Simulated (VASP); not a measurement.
Set up this calculation in VASP 6.6.1, as the native input.

```yaml
Task: relaxation of cell and atoms
Functional: PBE
Potentials_or_basis: VASP PAW PBE potentials, release 64 (Ti_sv, Te)
Cutoff: 600 eV
k_mesh: 6 × 6 × 6
Occupations: fermi-dirac, width 0.05 eV
Spin: spin-orbit coupling, no magnetisation
Further_INCAR_settings: ALGO = Fast; EDIFF = 1e-07; IBRION = 2; EDIFFG = -0.02; NSW = 40; ISIF = 3
```

The structure of TiTe lies in POSCAR:

```
TiTe
1.0
    0.0000000000      3.0500668100      3.0500668100
    3.0500668100      0.0000000000      3.0500668100
    3.0500668100      3.0500668100      0.0000000000
Ti Te
1 1
Direct
    0.5000000000      0.5000000000      0.5000000000
    0.0000000000      0.0000000000      0.0000000000
```

The cell comes from a database or a generator and needn't be the stable form of this composition.

The input as run:

INCAR

```
SYSTEM = TiTe
PREC     = Accurate       ! precision mode
ENCUT    = 600            ! plane-wave cutoff, eV
EDIFF    = 1E-7           ! SCF threshold, eV
ISMEAR   = -1             ! smearing method
SIGMA    = 0.05           ! smearing width, eV
LREAL    = .False.        ! projectors in reciprocal space
LASPH    = .True.         ! aspherical terms in the spheres
NELM     = 80             ! most SCF steps
ALGO     = Fast           ! electronic algorithm
ISIF     = 3              ! what is computed and relaxed
LWAVE    = .False.        ! write WAVECAR
LCHARG   = .False.        ! write CHGCAR
MAGMOM   = 0 0 0 0 0 0    ! initial moments
LORBIT   = 11             ! projections on sites
LSORBIT  = .True.         ! spin-orbit coupling
GGA_COMPAT= .False.      
LMAXMIX  = 4              ! l up to which the mixer works
GGA      = PE             ! functional
IBRION   = 2              ! ionic algorithm
NSW      = 40             ! ionic steps
EDIFFG   = -0.02          ! ionic threshold
```

KPOINTS

```
Automatic mesh
0
Gamma
  6 6 6
  0 0 0
```

Potentials or basis: VASP PAW PBE potentials, release 64 (Ti_sv, Te).

Run with:

```bash
$ cat potpaw_PBE.64/Ti_sv/POTCAR potpaw_PBE.64/Te/POTCAR > POTCAR
$ mpirun -np 1 vasp_ncl > vasp.out
```

Results of the run:

```yaml
Relaxed_volume: 22.60 Å³/atom
Relaxed_cell: a = 3.999 Å, b = 3.999 Å, c = 3.999 Å, α = 60.00°, β = 60.00°, γ = 60.00°
Space_group_after_relaxing_to_0.05_Å: Fm-3m (No. 225)
Energy_gained_by_relaxing: 235.3 meV/atom
Ionic_steps: 3
Pressure_after_relaxing: 0.0 GPa
Valence_electrons_inside_the_program's_atomic_spheres: Ti 10.20; Te 3.51
```

Caveat: the volume moved by over 15 % at a fixed basis, so the end points are rough.

It took 14 min on 1 thread of Intel(R) Xeon(R) 6975P-C (Granite Rapids), with other jobs on the host, peak memory 0.43 GiB.
